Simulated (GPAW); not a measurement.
Input of a GPAW 26.7.0 run:

run.py

```python
from ase.dft.bandgap import bandgap
from ase.io import read, write
from ase.units import GPa
from gpaw import GPAW, PW

atoms = read('BN.cif')

calc = GPAW(mode=PW(600),
            xc='LDA',
            kpts={'size': (10, 10, 10), 'gamma': True},
            occupations={'name': 'fermi-dirac', 'width': 0.05},
            nbands=11,
            maxiter=120,
            txt='gpaw.txt')
atoms.calc = calc
energy = atoms.get_potential_energy()
forces = atoms.get_forces()
stress = atoms.get_stress()
calc.write('gs.gpw')
write('result.traj', atoms)
print(f'Energy: {energy:.6f} eV')
print('Forces (eV/A):')
print(forces.round(4))
print('Stress (GPa):', (stress / GPa).round(3))
print('Fermi level:', round(calc.get_fermi_level(), 4), 'eV')
print(f'Gap: {bandgap(calc)[0]:.4f} eV, direct: {bandgap(calc, direct=True)[0]:.4f} eV')
```

File BN.cif:

```cif
data_BN
_cell_length_a 2.56397060
_cell_length_b 2.56397060
_cell_length_c 2.56397060
_cell_angle_alpha 60.00000000
_cell_angle_beta 60.00000000
_cell_angle_gamma 60.00000000
_space_group_name_H-M_alt 'P1'
_space_group_name_Hall 'P 1'
_space_group_IT_number 1
loop_
_space_group_symop_operation_xyz
'x,y,z'
loop_
_atom_site_label
_atom_site_type_symbol
_atom_site_symmetry_multiplicity
_atom_site_Wyckoff_symbol
_atom_site_fract_x
_atom_site_fract_y
_atom_site_fract_z
_atom_site_occupancy
N1 N 1 a 0.2500000000 0.2500000000 0.2500000000 1
B1 B 1 a 0.0000000000 0.0000000000 0.0000000000 1
```

Potentials or basis: the program's PAW data sets (release 1.2.1) made for this functional, pw.

The run is started by

```console
$ OMP_NUM_THREADS=1 python run.py
```

(1) What does it give for the band gap on the k mesh?

(2) Predict the pressure.

Results:

(1) 4.33 eV, indirect (least direct gap 8.65 eV).

(2) -27.3 GPa.

Caveat: the cutoff is short for stress and forces, so pressures can be off by a GPa or more; so large a pressure means that the cell lies far from this level's equilibrium, or that cutoff or potentials fall short.

**Measured values to compare with.**

From a printed reference work, monograph, for a bulk crystal of BN at 300 K: band gap 6.4 eV (indirect).

A measured gap of BN is 6.4 eV (indirect; 300 K; a printed reference work, monograph); the calculated 4.33 eV misses it by -2.07 eV. The value is that of LDA on a finite k mesh, which can miss the band edges, without temperature or zero-point motion. Semilocal functionals fall short of measured gaps as a rule. The cell is a database's relaxed one, not the measured one, which moves gaps too.
